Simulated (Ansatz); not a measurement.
Crystal: Ag2O.

```xyz
6
Lattice="4.7180 0.0000 0.0000 0.0000 4.7180 0.0000 0.0000 0.0000 4.7180" Properties=species:S:1:pos:R:3 pbc="T T T"
Ag    3.5385    1.1795    3.5385
Ag    3.5385    3.5385    1.1795
Ag    1.1795    3.5385    3.5385
Ag    1.1795    1.1795    1.1795
O     2.3590    2.3590    2.3590
O     0.0000    0.0000    0.0000
```

Base run:

```yaml
Program: Ansatz 0.2.0
Functional: LDA
Potentials_or_basis: all-electron LAPW, scalar-relativistic
Cutoff: 379 eV (chosen from the basis error)
Basis_error_allowed: 0.002 eV/atom
k_mesh: 6 × 6 × 6
Occupations: fermi-dirac, width 0.05 eV
Spin: no spin polarisation
```

Its results: pressure -4.7 GPa.

Question: The run is repeated on the same cell with these changes: functional from LDA to PBEsol. What comes out?

Answer: Pressure -0.6 GPa.

PBEsol binds less tightly than LDA, so the same cell stands under more pressure.
